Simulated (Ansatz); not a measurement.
# Ga: energy and pressure over a range of volumes, part 2 of 2

Aim: scale the cell of Ga up and down at fixed shape and fractional positions, and get the equilibrium volume and bulk modulus with LAPW, PAW and all-electron datasets made for the crystal.

Ansatz 0.2.0; DFT PBE; a cell built from a prototype (hcp type), not taken from measurement. «Crystal datasets» are all-electron PAW datasets made for this crystal. Earlier steps stand in the parts before.

### Step 7. Volume × 1.03, LAPW

File input.yaml:

```yaml
crystal:
  lattice:
    - [3.0408462604, 0.0, 0.0]
    - [-1.5204231302, 2.6334501105, 0.0]
    - [0.0, 0.0, 4.9142798557]
  atoms:
    - { symbol: Ga, position: [0.3333333333, 0.6666666667, 0.25] }
    - { symbol: Ga, position: [0.6666666667, 0.3333333333, 0.75] }
kpoints:
  mp_grid: { grid: [18, 18, 10] }
scf:
  occupations: { method: fermi_dirac, width: 0.05 }
hamiltonian:
  xc: pbe
  pseudopotentials: { kind: all_electron, lapw: { basis_error: 0.0005 } }
output:
  forces: true
  stress: true
  eigenvalues: true
```

Command:

```bash
> ansatz run input.yaml --threads 1 --pin off --max-ram 2048MiB --backend cpu --events-out ev --progress --plain --runs-dir out
```

Standard output (excerpt; [...] marks lines left out):

```text
LAPW: plane waves up to 7.365 Å⁻¹, error target 5.0e-4 eV per atom; small_component_spin mean_spin; Ga in spheres of 1.510 Å, 21 of its electrons in bands, Dirac shells []
[...]
Pseudopotentials: kind: all_electron
Pseudopotential: Ga, LAPW, valence charge 21, Koelling and Harmon's equation, gaussian nucleus
Functional definition: PBE
[...]
Crystal: 2 atoms, lattice volume = 39.353 Å³
Basis set: ecut = 206.67144234327492 eV, 263 PW (Γ), exchange–correlation at level 2
Bands: 26, of which v1, the nominal top of the filled ones, is band 21 counted from 1 (20 counted from 0)
Symmetry: 24 space group operations
Space group: P63/mmc (ITA 194), of the structure as read, at distance tolerance 3.4e-5 Å
k-points: 222 of 3240
[...]
SCF iter   1: F=—  HF=-105799.686880 eV  |F-HF|=—  |Δ(HF+E_count)|=         —  Δρ=6.28e-3  dr2=9.40e-3  ethr=2.22e-5  ⟨swp⟩=3.3  Hψ=40371  notcnv=0
[...]
SCF iter   7: F=-105799.629350 eV  HF=-105799.629350 eV  |F-HF|=4.25e-9  |Δ(HF+E_count)|=   3.42e-8  Δρ=6.96e-6  dr2=1.41e-8  ethr=2.24e-9  ⟨swp⟩=2.0  Hψ=17566  notcnv=0
[...]
SCF converged after 7 iterations
Free energy (F): -105799.629350 eV
[...]
E sigma→0 (E₀):  -105799.625419 eV
Entropy (-TS):   -0.007864 eV (-3.932 meV/atom)
Fermi energy:    11.180633 eV
[...]
--- Forces (eV/Å), atoms counted from 1 ---
  atom   1  Ga     0.00000000     0.00000000     0.00000000
  atom   2  Ga    -0.00000000     0.00000000    -0.00000000
[...]
--- Stress (GPa, compression-positive) ---
       -1.277866      -0.000000       0.000000
       -0.000000      -1.277866       0.000000
        0.000000       0.000000      -1.276614
  P = ⅓ Tr σ = -1.2774 GPa (-12.774 kbar)
--- Band table (eV; the first three rows and the last of 222) ---
[... band rows left out ...]
[...]
```

It took 44 s on 1 thread of Intel Xeon Platinum 8259CL at 2.50GHz (Skylake/Cascade Lake), shared host.

Read from it: pressure -1.28 GPa; no gap.

### Step 8. Volume × 1.03, PAW

Changes to input.yaml since step 7:

```diff
@@ -14,3 +14,3 @@
   xc: pbe
-  pseudopotentials: { kind: all_electron, lapw: { basis_error: 0.0005 } }
+  pseudopotentials: { kind: paw }
 output:
@@ -19 +19,2 @@
   eigenvalues: true
+  efg: { contact_densities: true }
```

Command:

```bash
> ansatz run input.yaml --threads 1 --pin off --max-ram 2048MiB --backend cpu --events-out ev --progress --plain --runs-dir out
```

Standard output (excerpt; [...] marks lines left out):

```text
[...]
[... 3 set-up lines as earlier in the session ...]
[...]
Crystal: 2 atoms, lattice volume = 39.353 Å³
Basis set: ecut = 420 eV, 773 PW (Γ), exchange–correlation on 48×48×72 points (8 copies of the dense FFT grid, shifted against one another)
Bands: 17, of which v1, the nominal top of the filled ones, is band 13 counted from 1 (12 counted from 0)
[... 2 set-up lines as earlier in the session ...]
k-points: 222 of 3240
[...]
SCF iter   1: F=—  HF=-7565.976288 eV  |F-HF|=—  |Δ(HF+E_count)|=         —  Δρ=1.59e-3  dr2=5.95e-4  ethr=1.77e-3  ⟨swp⟩=5.3  Hψ=17463  notcnv=0
[...]
  atom   1  Ga    -0.00000000     0.00000000    -0.00000000
  atom   2  Ga     0.00000000    -0.00000000     0.00000000
[...]
--- Stress (GPa, compression-positive) ---
       -1.296543      -0.000000       0.000000
       -0.000000      -1.296543       0.000000
        0.000000       0.000000      -1.292710
  P = ⅓ Tr σ = -1.2953 GPa (-12.953 kbar)
--- PAW observables at the nuclei: V_zz in 10²¹ V/m², potentials from the cell's mean, atoms counted from 1 ---
  atom   1  Ga V_zz =    -0.210215   η = 0.0000   by run symmetry: allowed
            electrostatic potential = -4132.474367 V   contact ρ = 187447.930287 e/Å³
  atom   2  Ga V_zz =    -0.210215   η = 0.0000   by run symmetry: allowed
            electrostatic potential = -4132.474367 V   contact ρ = 187447.930287 e/Å³
--- Band table (eV; the first three rows and the last of 222) ---
  k-point 0: bands = ["-5.7340", "-5.6666", "-5.6556", "-5.6556", "-5.6353", "-5.6353", "-5.6035", "-5.6035", "-5.4805", "-5.4805", "-1.5552", "4.3783", "5.4542", "18.3662", "18.3662", "20.2897", "20.2897"]
[...]
```

Run time: 10 s. Hardware: 1 thread of Intel Xeon Platinum 8259CL at 2.50GHz (Skylake/Cascade Lake), shared host.

In short: pressure -1.30 GPa; no gap; Vzz Ga1 -0.21 (η = 0.00) (10²¹ V/m²).

### Step 9. Volume × 1.06, LAPW

File input.yaml:

```yaml
crystal:
  lattice:
    - [3.0700869605, 0.0, 0.0]
    - [-1.5350434803, 2.6587732996, 0.0]
    - [0.0, 0.0, 4.9615354456]
  atoms:
    - { symbol: Ga, position: [0.3333333333, 0.6666666667, 0.25] }
    - { symbol: Ga, position: [0.6666666667, 0.3333333333, 0.75] }
kpoints:
  mp_grid: { grid: [18, 18, 10] }
scf:
  occupations: { method: fermi_dirac, width: 0.05 }
hamiltonian:
  xc: pbe
  pseudopotentials: { kind: all_electron, lapw: { basis_error: 0.0005 } }
output:
  forces: true
  stress: true
  eigenvalues: true
```

Command:

```bash
> ansatz run input.yaml --threads 1 --pin off --max-ram 2048MiB --backend cpu --events-out ev --progress --plain --runs-dir out
```

Standard output (excerpt; [...] marks lines left out):

```text
LAPW: plane waves up to 7.276 Å⁻¹, error target 5.0e-4 eV per atom; small_component_spin mean_spin; Ga in spheres of 1.524 Å, 21 of its electrons in bands, Dirac shells []
[...]
[... 3 set-up lines as earlier in the session ...]
[...]
Crystal: 2 atoms, lattice volume = 40.499 Å³
Basis set: ecut = 201.67980803324167 eV, 263 PW (Γ), exchange–correlation at level 2
Bands: 26, of which v1, the nominal top of the filled ones, is band 21 counted from 1 (20 counted from 0)
[... 2 set-up lines as earlier in the session ...]
k-points: 222 of 3240
[...]
SCF iter   1: F=—  HF=-105799.670163 eV  |F-HF|=—  |Δ(HF+E_count)|=         —  Δρ=6.00e-3  dr2=9.05e-3  ethr=2.14e-5  ⟨swp⟩=3.3  Hψ=40400  notcnv=0
[...]
SCF iter   7: F=-105799.616332 eV  HF=-105799.616332 eV  |F-HF|=6.75e-9  |Δ(HF+E_count)|=   6.80e-8  Δρ=6.59e-6  dr2=1.16e-8  ethr=1.44e-9  ⟨swp⟩=2.1  Hψ=17596  notcnv=0
[...]
SCF converged after 7 iterations
Free energy (F): -105799.616332 eV
[...]
E sigma→0 (E₀):  -105799.612458 eV
Entropy (-TS):   -0.007749 eV (-3.874 meV/atom)
Fermi energy:    10.759431 eV
[...]
--- Forces (eV/Å), atoms counted from 1 ---
  atom   1  Ga     0.00000000     0.00000000    -0.00000000
  atom   2  Ga    -0.00000000    -0.00000000     0.00000000
[...]
--- Stress (GPa, compression-positive) ---
       -2.324974       0.000000       0.000000
        0.000000      -2.324974       0.000000
        0.000000       0.000000      -2.343339
  P = ⅓ Tr σ = -2.3311 GPa (-23.311 kbar)
--- Band table (eV; the first three rows and the last of 222) ---
[... band rows left out ...]
[...]
```

Wall time 42 s (1 thread of Intel Xeon Platinum 8259CL at 2.50GHz (Skylake/Cascade Lake), shared host).

In short: pressure -2.33 GPa; no gap.

### Step 10. Volume × 1.06, PAW

Changes to input.yaml since step 9:

```diff
@@ -14,3 +14,3 @@
   xc: pbe
-  pseudopotentials: { kind: all_electron, lapw: { basis_error: 0.0005 } }
+  pseudopotentials: { kind: paw }
 output:
@@ -19 +19,2 @@
   eigenvalues: true
+  efg: { contact_densities: true }
```

Command:

```bash
> ansatz run input.yaml --threads 1 --pin off --max-ram 2048MiB --backend cpu --events-out ev --progress --plain --runs-dir out
```

Standard output (excerpt; [...] marks lines left out):

```text
[...]
[... 3 set-up lines as earlier in the session ...]
[...]
Crystal: 2 atoms, lattice volume = 40.499 Å³
Basis set: ecut = 420 eV, 785 PW (Γ), exchange–correlation on 48×48×72 points (8 copies of the dense FFT grid, shifted against one another)
Bands: 17, of which v1, the nominal top of the filled ones, is band 13 counted from 1 (12 counted from 0)
[... 2 set-up lines as earlier in the session ...]
k-points: 222 of 3240
[...]
SCF iter   1: F=—  HF=-7565.963172 eV  |F-HF|=—  |Δ(HF+E_count)|=         —  Δρ=1.60e-3  dr2=5.72e-4  ethr=1.77e-3  ⟨swp⟩=5.3  Hψ=16994  notcnv=0
[...]
  atom   1  Ga    -0.00000000    -0.00000000     0.00000000
  atom   2  Ga     0.00000000     0.00000000    -0.00000000
[...]
--- Stress (GPa, compression-positive) ---
       -2.342502       0.000000       0.000000
        0.000000      -2.342502       0.000000
        0.000000       0.000000      -2.359473
  P = ⅓ Tr σ = -2.3482 GPa (-23.482 kbar)
--- PAW observables at the nuclei: V_zz in 10²¹ V/m², potentials from the cell's mean, atoms counted from 1 ---
  atom   1  Ga V_zz =    -0.202100   η = 0.0000   by run symmetry: allowed
            electrostatic potential = -4132.060525 V   contact ρ = 187448.833149 e/Å³
  atom   2  Ga V_zz =    -0.202100   η = 0.0000   by run symmetry: allowed
            electrostatic potential = -4132.060525 V   contact ρ = 187448.833149 e/Å³
--- Band table (eV; the first three rows and the last of 222) ---
  k-point 0: bands = ["-6.0713", "-6.0121", "-6.0019", "-6.0019", "-5.9832", "-5.9832", "-5.9537", "-5.9537", "-5.8391", "-5.8391", "-1.7120", "4.0320", "5.2197", "17.7793", "17.7793", "19.6664", "19.6664"]
[...]
```

Wall time 8.8 s (1 thread of Intel Xeon Platinum 8259CL at 2.50GHz (Skylake/Cascade Lake), shared host).

This run gives: pressure -2.35 GPa; no gap; Vzz Ga1 -0.20 (η = 0.00) (10²¹ V/m²).

### Step 11. Volume × 1.06, crystal datasets

Changes to input.yaml since step 10:

```diff
@@ -14,3 +14,3 @@
   xc: pbe
-  pseudopotentials: { kind: paw }
+  pseudopotentials: { kind: all_electron, datasets: crystal }
 output:
```

Command:

```bash
> ansatz run input.yaml --threads 1 --pin off --max-ram 2048MiB --backend cpu --events-out ev --progress --plain --runs-dir out
```

Standard output (excerpt; [...] marks lines left out):

```text
[...]
[... 3 set-up lines as earlier in the session ...]
[...]
Crystal: 2 atoms, lattice volume = 40.499 Å³
Basis set: ecut = 240 eV, 325 PW (Γ), exchange–correlation on 32×32×54 points (8 copies of the dense FFT grid, shifted against one another)
Bands: 17, of which v1, the nominal top of the filled ones, is band 13 counted from 1 (12 counted from 0)
[... 2 set-up lines as earlier in the session ...]
k-points: 222 of 3240
[...]
SCF iter   1: F=—  HF=-105799.628323 eV  |F-HF|=—  |Δ(HF+E_count)|=         —  Δρ=1.43e-2  dr2=1.02e-1  ethr=3.95e-4  ⟨swp⟩=3.6  Hψ=19503  notcnv=0
[...]
        0.000000       0.000000      -2.343540
  P = ⅓ Tr σ = -2.3314 GPa (-23.314 kbar)
--- PAW observables at the nuclei: V_zz in 10²¹ V/m², potentials from the cell's mean, atoms counted from 1 ---
  atom   1  Ga V_zz =    -0.211139   η = 0.0000   by run symmetry: allowed
            electrostatic potential = -4132.043931 V   contact ρ = 187518.572631 e/Å³
  atom   2  Ga V_zz =    -0.211139   η = 0.0000   by run symmetry: allowed
            electrostatic potential = -4132.043931 V   contact ρ = 187518.572631 e/Å³
--- Band table (eV; the first three rows and the last of 222) ---
  k-point 0: bands = ["-4.1563", "-4.0971", "-4.0868", "-4.0868", "-4.0681", "-4.0681", "-4.0387", "-4.0387", "-3.9241", "-3.9241", "0.2028", "5.9476", "7.1347", "19.6978", "19.6978", "21.5851", "21.5851"]
[...]
  guard bands above this table: 0 of the run's 17 bands, where the rule asks 2: the bands that hold charge and the lowest empty level above them stay in the table. A level can be missing at the table's top as with no guard band: raise scf.n_extra_bands
```

Run time: 51 s. Hardware: 1 thread of Intel Xeon Platinum 8259CL at 2.50GHz (Skylake/Cascade Lake), shared host.

This run gives: pressure -2.33 GPa; Vzz Ga1 -0.21 (η = 0.00) (10²¹ V/m²).

### Step 12. All volumes together

The rows at scale 1 come from earlier runs of the unscaled cell with the same settings.

| method | volume (Å³/atom) | F above the lowest (meV/atom) | pressure (GPa) | Vzz Ga1 (10²¹ V/m²) |
| --- | --- | --- | --- | --- |
| LAPW | 17.967 | 10.9 | 3.29 | – |
| LAPW | 18.530 | 2.6 | 1.50 | – |
| LAPW | 19.103 | 0.0 | -0.02 | – |
| LAPW | 19.677 | 2.4 | -1.28 | – |
| LAPW | 20.250 | 8.9 | -2.33 | – |
| PAW | 17.967 | 10.8 | 3.27 | -0.21 |
| PAW | 18.530 | 2.5 | 1.48 | -0.22 |
| PAW | 19.103 | 0.0 | -0.03 | -0.22 |
| PAW | 19.677 | 2.4 | -1.30 | -0.21 |
| PAW | 20.250 | 9.0 | -2.35 | -0.20 |
| crystal datasets | 17.967 | – | 3.29 | -0.22 |
| crystal datasets | 19.103 | – | -0.02 | -0.21 |
| crystal datasets | 20.250 | – | -2.33 | -0.21 |

### Step 13. What came out

What follows sums up all 2 parts.

```
                      quantity           value
     equilibrium volume (LAPW)  19.097 Å³/atom
           bulk modulus (LAPW)          46 GPa
its pressure derivative (LAPW)             5.1
      equilibrium volume (PAW)  19.089 Å³/atom
            bulk modulus (PAW)          46 GPa
 its pressure derivative (PAW)             5.1
```

What this shows: A third-order Birch-Murnaghan fit to the LAPW pressures puts zero pressure at 19.10 Å³/atom, less than 0.1 % from the given cell, with a bulk modulus of 46 GPa. Shape and positions are held, so a fully relaxed modulus can be lower. PAW's volume lies -0.04 % and its modulus +0.1 % from LAPW's. No thermal or zero-point expansion is included.
